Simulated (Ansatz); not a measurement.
CsPbCl3 under changes of volume

One of the cells (35.217 Å³/atom); the others are scaled copies at fixed shape and fractional positions:

```xyz
5
Lattice="5.6050 0.0000 0.0000 0.0000 5.6050 0.0000 0.0000 0.0000 5.6050" Properties=species:S:1:pos:R:3 pbc="T T T"
Pb    2.8025    2.8025    2.8025
Cs    0.0000    0.0000    0.0000
Cl    2.8025    0.0000    2.8025
Cl    0.0000    2.8025    2.8025
Cl    2.8025    2.8025    0.0000
```

| Property | Result |
| --- | --- |
| Program | Ansatz 0.2.0 |
| Functional | PBE |
| Potentials or basis | Ansatz PAW earlier set |
| Cutoff | 660 eV (not typed: the program's choice for these potentials) |
| k mesh | 5 × 5 × 5 |
| Occupations | fermi-dirac, width 0.05 eV |
| Spin | no spin polarisation |

| volume (Å³/atom) | energy over the lowest point (meV/atom) | pressure (GPa) | gap on the mesh (eV) |
| --- | --- | --- | --- |
| 33.104 | 48.47 | 3.8 | 2.80 |
| 33.809 | 33.35 | 3.1 | 2.86 |
| 34.513 | 21.46 | 2.4 | 2.91 |
| 35.217 | 12.45 | 1.7 | 2.96 |
| 35.922 | ? | ? | ? |
| 36.626 | 1.97 | 0.7 | 3.04 |
| 37.330 | 0.00 | 0.2 | 3.08 |

Q: What does the run at 35.922 Å³/atom give?

A: Energy over the lowest point 6.04 meV/atom; pressure 1.2 GPa; gap on the mesh 3.00 eV.

Worked out: A Birch-Murnaghan fit of order 3 (a polynomial in V^(-2/3)) to the other rows has its minimum at 37.71 Å³/atom, just outside them, with B0 = V·E''(V) = 22 GPa and B' = 4.5. It gives 6.04 meV/atom at 35.922 Å³/atom, against the run's 6.04, and -dE/dV = 1.2 GPa, against 1.2. A straight line through the other rows of the gap, of slope 2.3 eV per unit of ln V (its deformation potential), gives 3.00 eV, against the run's 3.00.

Energies are extrapolated to zero smearing.

Caveats: odd divisions of the mesh miss points on the zone boundary, where band edges often lie, so the gap on the mesh can be too wide; spin-orbit coupling is left out, which as a rule narrows the gap of such compounds by several tenths of an eV.

A mesh can miss the band edges.
